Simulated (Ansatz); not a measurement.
Here is an unrelaxed guess for In2GaP3.

```cif
data_structure
_symmetry_space_group_name_H-M 'P 1'
_symmetry_Int_Tables_number 1
_cell_length_a 8.8083
_cell_length_b 8.8083
_cell_length_c 8.8083
_cell_angle_alpha 154.158
_cell_angle_beta 154.158
_cell_angle_gamma 36.870
_cell_volume 129.66
loop_
_atom_site_label
_atom_site_type_symbol
_atom_site_fract_x
_atom_site_fract_y
_atom_site_fract_z
_atom_site_occupancy
In1 In 0.66667 0.66667 0.00000 1
In2 In 0.33333 0.33333 0.00000 1
Ga1 Ga 0.00000 0.00000 0.00000 1
P1 P 0.16667 0.16667 0.00000 1
P2 P 0.83333 0.83333 0.00000 1
P3 P 0.50000 0.50000 0.00000 1
```

Computed with DFT PBE, scalar-relativistic, plane waves, PAW in Ansatz. Plane waves to 420 eV, a k mesh through Γ of 6×6×6 on the computed 6-atom cell and Gaussian smearing (0.10 eV); no spin polarisation.

The zero of energy is the elements' standard structures at the same level; no fitted shifts are applied. The references include black phosphorus.

Task: How far from equilibrium is it?

Result: The pressure is -4.8 GPa (the mean over three directions, positive in compression), the largest force is 0.29 eV/Å, and the energy is +0.05 eV/atom against the elements. The shortest distance is 2.79 Å.

Task: Is it a good guess?

Result: A good one: relaxing gains under 0.1 eV/atom (the start's value is from the coarse mesh, so the gain is rough) in 9 ionic steps and ends at +0.03 eV/atom on the finer mesh. The symmetry stays I4/mmm (No. 139). The volume per atom shrinks by 7.4 %, from 21.6 to 20.0 Å³. The shortest distance goes from 2.79 Å (Ga–P and In–P) to 2.61 Å (Ga–P). Conventional cell: a = 3.845 Å, c = 16.237 Å. Around In lie 6 P at 2.71–2.80 Å; Ga has 6 P at 2.61–2.72 Å; P on a site of symmetry 4mm is surrounded by 1 Ga at 2.61 Å and 5 In at 2.72–2.80 Å; 1 more site not described.

The last run used a 14×14×14 mesh for its 6-atom cell and Gaussian smearing of 0.10 eV. For metals, differences of a few meV/atom aren't resolved. The reference form of P is held partly by dispersion forces, which this level lacks. The relaxation can't lower the symmetry of the start, and the grade says only how near the guess is to its own end. Symmetry constrained the relaxation, so the result can be a saddle point. Another cell of In2GaP3 relaxed alike, in I-4m2, lies 0.31 eV/atom lower, so this cell isn't the stable form at this level.
